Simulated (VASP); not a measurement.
# KMgF3 (Pm-3m) in VASP: notebook, part 2 of 2

VASP 6.6.1.

**4. Relaxation of cell and atoms, PBE**

This run uses another cell than the first one, of 12.59 Å³/atom, 0.945 times its volume.

Contents of INCAR:

```
PREC     = Accurate       # precision mode
ENCUT    = 600            # plane-wave cutoff, eV
EDIFF    = 1E-7           # SCF threshold, eV
ISMEAR   = 0              # smearing method
SIGMA    = 0.02           # smearing width, eV
LREAL    = False          # projectors in reciprocal space
LASPH    = True           # aspherical terms in the spheres
NELM     = 100            # most SCF steps
ALGO     = Fast           # electronic algorithm
ISIF     = 3              # what is computed and relaxed
LWAVE    = False          # write WAVECAR
LCHARG   = False          # write CHGCAR
GGA      = PE             # functional
IBRION   = 2              # ionic algorithm
NSW      = 100            # ionic steps
EDIFFG   = -0.005         # ionic threshold
```

Contents of KPOINTS:

```
Automatic mesh
0
Gamma
  6 6 6
```

Contents of POSCAR:

```
KMgF3
1.0
    3.9784682300      0.0000000000      0.0000000000
    0.0000000000      3.9784682300      0.0000000000
    0.0000000000      0.0000000000      3.9784682300
K Mg F
1 1 3
Direct
    0.5000000000      0.5000000000      0.5000000000
    0.0000000000      0.0000000000      0.0000000000
    0.0000000000      0.5000000000      0.0000000000
    0.0000000000      0.0000000000      0.5000000000
    0.5000000000      0.0000000000      0.0000000000
```

Potentials or basis: VASP PAW PBE potentials, release 64 (K_sv, Mg, F).

Launch:

```bash
> cat potpaw_PBE.64/K_sv/POTCAR potpaw_PBE.64/Mg/POTCAR potpaw_PBE.64/F/POTCAR > POTCAR
> mpirun -np 1 vasp_std > vasp.out
```

OUTCAR:

```text
PREC = Accurate
   ENCUT = 600
   EDIFF = 1E-7
   ISMEAR = 0
   LREAL = False
   LASPH = True
   NELM = 100
   ISIF = 3
   GGA = PE
   IBRION = 2
   NSW = 100
   EDIFFG = -0.005

 ion  position               nearest neighbor table
   1  0.500  0.500  0.500-   3 2.81   4 2.81   5 2.81   3 2.81   5 2.81   4 2.81   5 2.81   5 2.81
                             3 2.81   4 2.81   3 2.81   4 2.81   2 3.45   2 3.45   2 3.45   2 3.45
   2  0.000  0.000  0.000-   3 1.99   4 1.99   5 1.99   4 1.99   3 1.99   5 1.99   1 3.45   1 3.45
                             1 3.45   1 3.45   1 3.45   1 3.45   1 3.45   1 3.45
   3  0.000  0.500  0.000-   2 1.99   2 1.99   1 2.81   1 2.81   1 2.81   1 2.81
   4  0.000  0.000  0.500-   2 1.99   2 1.99   1 2.81   1 2.81   1 2.81   1 2.81
   5  0.500  0.000  0.000-   2 1.99   2 1.99   1 2.81   1 2.81   1 2.81   1 2.81

  LATTYP: Found a simple cubic cell.
 ALAT       =     3.9784682300

  Lattice vectors:

 A1 = (   3.9784682300,   0.0000000000,   0.0000000000)
 A2 = (   0.0000000000,   3.9784682300,   0.0000000000)
 A3 = (   0.0000000000,   0.0000000000,   3.9784682300)

Analysis of symmetry for initial positions (statically):
=====================================================================
 Subroutine PRICEL returns:
 Original cell was already a primitive cell.

 Routine SETGRP: Setting up the symmetry group for a
 simple cubic supercell.

 Subroutine GETGRP returns: Found 48 space group operations
 (whereof 48 operations were pure point group operations)
 out of a pool of 48 trial point group operations.

The static configuration has the point symmetry O_h .

Analysis of symmetry for dynamics (positions and initial velocities):
=====================================================================
 Subroutine PRICEL returns:
 Original cell was already a primitive cell.

 Routine SETGRP: Setting up the symmetry group for a
 simple cubic supercell.

 Subroutine GETGRP returns: Found 48 space group operations
 (whereof 48 operations were pure point group operations)
 out of a pool of 48 trial point group operations.

[... 114 lines left out ...]
   EMIN   =  10.00;   EMAX   =-10.00  energy-range for DOS
   EFERMI =   0.00;   METHOD = LEGACY
   ISMEAR =     0;   SIGMA  =   0.02  broadening in eV -4-tet -1-fermi 0-gaus
   EFERMI_NEDOS =   21; number of points for ismear=-14 and -15
   IALGO  =     68    algorithm
   IMIX   =      4    mixing-type and parameters
     AMIX     =   0.40;   BMIX     =  1.00
     AMIX_MAG =   1.60;   BMIX_MAG =  1.00
  volume/ion in A,a.u.               =      12.59        84.99
  Fermi-wavevector in a.u.,A,eV,Ry     =   1.306398  2.468735 23.220743  1.706676
  Thomas-Fermi vector in A             =   2.437203
   LORBIT       =      0    0 simple, 1 ext, 2 COOP (PROOUT), +10 PAW based schemes
   GGA     = PE    functional components
   LHFCALC =     F    Hartree Fock is set to
   AEXX    =    0.0000 exact exchange contribution
   IVDW    =     0    specifies the selected vdW correction
   LEPSILON=     F    determine dielectric tensor
   LRPA    =     F    only Hartree local field effects (RPA)
 conjugate gradient relaxation of ions
 non-spin polarized calculation
 RMM-DIIS sequential band-by-band and
 Gauss-broadening in eV      SIGMA  =   0.02
  energy-cutoff  :      600.00
  volume of cell :       62.97
 maximum number of plane-waves:      2176
 NGX is ok and might be reduce to    32
   NGX = 15   NGY = 15   NGZ = 15

--------------------------------------- Ionic step        1  -------------------------------------------

 number of electron      32.0000004 magnetization

 Free energy of the ion-electron system (eV)
  ---------------------------------------------------
  ext. energy  EPLUGINS =         0.00000000
  ---------------------------------------------------
  free energy    TOTEN  =       -24.41340533 eV

  energy without entropy =      -24.41340533  energy(sigma->0) =      -24.41340533

------------------------ aborting loop because EDIFF is reached ----------------------------------------

  FORCE on cell =-STRESS in cart. coord.  units (eV):
  Direction    XX          YY          ZZ          XY          YZ          ZX
  --------------------------------------------------------------------------------------
  -------------------------------------------------------------------------------------
  Total        1.4563108      1.4563108      1.4563108      0.0000000      0.0000000     -0.0000000
  in kB       37.0524528     37.0524528     37.0524528      0.0000000      0.0000000     -0.0000000
  external PRESSURE =      37.0524528 kB  Pullay stress =       0.0000000 kB
[... 104 lines left out ...]
--------------------------------------- Ionic step        4  -------------------------------------------

 number of electron      32.0000042 magnetization

 Free energy of the ion-electron system (eV)
  ---------------------------------------------------
  ext. energy  EPLUGINS =         0.00000000
  ---------------------------------------------------
  free energy    TOTEN  =       -24.44880194 eV

  energy without entropy =      -24.44880194  energy(sigma->0) =      -24.44880194

 E-fermi :  -1.6882     XC(G=0):  -9.4667

 val. band max:       -1.8201713519   @ k =   0.5000   0.5000   0.5000
 cond. band min:       5.1594292870   @ k =   0.0000   0.0000   0.0000
 fundamental gap:      6.9796006389
 Fermi energy:        -1.6882483283

 k-point     1 :       0.0000    0.0000    0.0000
  band No.  band energies     occupation
      1     -27.5641      2.00000
      2     -21.8257      2.00000
      3     -21.2281      2.00000
      4     -21.2281      2.00000
      5     -11.0506      2.00000
      6     -11.0506      2.00000
[... 481 lines left out ...]
  FREE ENERGIE OF THE ION-ELECTRON SYSTEM (eV)
  ---------------------------------------------------
  free  energy   TOTEN  =       -24.4488019359 eV

  energy  without entropy=      -24.4488019359  energy(sigma->0) =      -24.44880194

 reached required accuracy - stopping structural energy minimisation
```

It took 1.9 min on 1 thread of Intel Xeon Platinum 8488C (Sapphire Rapids), shared host; peak memory 0.2 GiB.

What came out:

- Free energy: -24.4488 eV
- Relaxed volume: 13.24 Å³/atom
- Relaxed cell: a = 4.045 Å, b = 4.045 Å, c = 4.045 Å, α = 90.00°, β = 90.00°, γ = 90.00°
- Space group after relaxing (to 0.05 Å): Pm-3m (No. 221)
- Energy gained by relaxing: 7.1 meV/atom
- Ionic steps: 4
- Pressure after relaxing: 0.0 GPa
- Band gap on the k mesh: 6.98 eV, indirect (least direct gap 7.30 eV)

Step by step:
| step | energy change (eV) | largest force (eV/Å) | pressure (GPa) | volume (Å³) |
| --- | --- | --- | --- | --- |
| 1 | 0.0000 | 0.0000 | 3.71 | 62.97 |
| 2 | -0.0346 | 0.0000 | 0.58 | 65.66 |
| 3 | -0.0353 | 0.0000 | -0.12 | 66.30 |
| 4 | -0.0354 | 0.0000 | -0.01 | 66.18 |

Final structure:
```yaml
crystal:
  lattice:
    - [4.04499, 0.00000, 0.00000]
    - [0.00000, 4.04499, 0.00000]
    - [0.00000, 0.00000, 4.04499]
  atoms:
    - { symbol: K, position: [0.50000, 0.50000, 0.50000] }
    - { symbol: Mg, position: [0.00000, 0.00000, 0.00000] }
    - { symbol: F, position: [0.00000, 0.50000, 0.00000] }
    - { symbol: F, position: [0.00000, 0.00000, 0.50000] }
    - { symbol: F, position: [0.50000, 0.00000, 0.00000] }
```

A k mesh can miss the band edges. A hybrid or GW would open this gap; PBE tends to underestimate it.

**5. Overview**

| task | cell | k mesh | cutoff (eV) | mesh quality | gap on the mesh (eV) | pressure (GPa) |
| --- | --- | --- | --- | --- | --- | --- |
| single point | the perfect crystal in a cell of 20 atoms | 2 × 2 × 2, shifted | 520 | coarse | 7.93 | -0.3 |
| single point | Pm-3m, 13.32 Å³/atom | 6 × 6 × 6 | 520 | not flagged | 6.93 | -0.4 |
| relaxation of cell and atoms | relaxed | 6 × 6 × 6 | 600 | not flagged | 6.98 | 0.0 |

Alike in all rows: level PBE; potentials or basis VASP PAW PBE potentials, release 64 (K_sv, Mg, F); no spin polarisation; smearing gaussian 0.02 eV.

Caveats: some runs use coarse meshes.

Total energies depend on the potentials used, so only differences within one code and one set of settings carry meaning.
